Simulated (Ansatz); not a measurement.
Structure: BaZrS₃ (Pnma) from a database of computed structures, at its r2SCAN minimum. The symmetry is Pnma (No. 62, orthorhombic); conventional cell a = 7.130 Å, b = 10.030 Å, c = 7.036 Å, 25.16 Å³ an atom. Ba is surrounded by 8 S at 3.17–3.44 Å; Zr is surrounded by 6 S at 2.55–2.56 Å; S is surrounded by 2 Zr at 2.55 Å and 2 Ba at 3.17–3.23 Å; S is surrounded by 2 Zr at 2.55–2.56 Å and 3 Ba at 3.18–3.44 Å.

The questions ask for values computed with Ansatz 0.2.0 on this geometry. (Simulation; spin polarisation is off.)

Given (4×4×4 mesh): PBE gives a direct gap of 1.04 eV at Γ.

Q: Estimate the gap with r2SCAN on 4×4×4.

A: r2SCAN gives a direct gap of 1.36 eV at Γ. The gap differs by +0.32 eV from PBE's.

Q: Estimate the gap with PBE0 on 2×2×2.

A: The PBE0 gap is direct at Γ: 2.47 eV. The gap differs by +1.43 eV from PBE's.

Q: How strongly does the crystal screen a field with clamped ions (r2SCAN)?

A: The clamped-ion dielectric constant comes out as 8.25, 8.27 and 8.15 along x, y and z. Born charges, averaged over directions: Ba +2.69, Zr +7.54, S -3.42 e. The program notes that the ground state's band table doesn't vouch for all the bands that the response reads.

Q: How do these values compare with experiment?

A:
Comparison with experiment:
- Gap, measured 1.81 eV (optical), the middle of 4 reports from 1.7 to 1.85 eV: PBE 1.04 (-0.77), r2SCAN 1.36 (-0.45), PBE0 2.47 (+0.66) eV. Source: 1.81 eV (optical gap from PL peak; 300 K; photoluminescence, 532 nm excitation; ceramic; room-temperature photoluminescence peak taken as the gap, not an absorption edge; “Band-Gap Control via Structural and Chemical Tuning of Transition Metal Perovskite Chalcogenides”, 2018, arxiv:1804.09362).
- An end of the range of reports. Source: 1.7 eV (optical gap from PL and diffuse reflectance, earlier experiment; photoluminescence and diffuse reflectance; powder; literature value cited from another group's sample, made by sulfurization of oxides; partly from photoluminescence; quoted in “Band-Gap Control via Structural and Chemical Tuning of Transition Metal Perovskite Chalcogenides”, 2018, arxiv:1804.09362).
- An end of the range of reports. Source: 1.85 eV (optical gap, earlier experiment; optical measurement; ceramic; literature value cited from another group's sample; quoted in “Band-Gap Control via Structural and Chemical Tuning of Transition Metal Perovskite Chalcogenides”, 2018, arxiv:1804.09362).
Measured gaps include zero-point and thermal shifts, optical ones also the exciton binding, and spin-orbit coupling, which these levels lack. Reports marked as nanostructured, strained, doped, implanted or mixed samples, and transport gaps, were set aside.

The runs are scalar-relativistic, without spin-orbit coupling.

The meshes of the hybrids are coarse, so their gaps aren't converged to the digits shown.
